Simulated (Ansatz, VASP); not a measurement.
# One calculation of Ca, two programs

The input INCAR:

```
ALGO = Normal
EDIFF = 1E-6
ENCUT = 520
GGA = PE
ISIF = 2
ISMEAR = 0
LASPH = T
LCHARG = T
LELF = T
LREAL = F
LVHAR = T
LWAVE = F
NBANDS = 11
NELM = 60
PREC = Accurate
SIGMA = 0.15
```

File KPOINTS:

```
k-points
0
Gamma
  16 16 16
```

File POSCAR:

```
Ca
1.0
   -2.0949446584      2.0949446584      2.0863090695
    2.0949446584     -2.0949446584      2.0863090695
    2.0949446584      2.0949446584     -2.0863090695
Ca
1
Direct
    0.5000000000      0.5000000000      0.0000000000
```

Input for Ansatz:

```yaml
crystal:
  lattice:
    - [-2.0949446584, 2.0949446584, 2.0863090695]
    - [2.0949446584, -2.0949446584, 2.0863090695]
    - [2.0949446584, 2.0949446584, -2.0863090695]
  atoms:
    - { symbol: Ca, position: [0.5, 0.5, 0.0] }
basis:
  ecutwfc: 420
kpoints:
  mp_grid: { grid: [16, 16, 16] }
hamiltonian:
  xc: pbe
scf:
  occupations: { method: gaussian, width: 0.15 }
output:
  forces: true
  stress: true
  eigenvalues: true
```

Change from the starting cell: strain -0.050 along x and y, -0.050 along z, atoms carried along.

Alike in both runs: task single point; functional PBE; k mesh 16 × 16 × 16; occupations gaussian, width 0.15 eV; no spin polarisation.

```csv
,VASP,Ansatz
version,VASP 6.6.1,Ansatz 0.2.0
potentials or method,"VASP PAW PBE potentials, release 64 (Ca_sv)","scalar-relativistic, plane waves, PAW"
plane-wave cutoff (eV),520,420
valence electrons in the cell,10,10
```

|  | VASP | Ansatz | Ansatz less VASP |
| --- | --- | --- | --- |
| gap on the k mesh at the Fermi level (eV) | none | none | - |
| pressure (GPa) | 2.9 | 2.8 | -0.02 |

A gap of «none» marks a metal or a gap that the smearing closes.
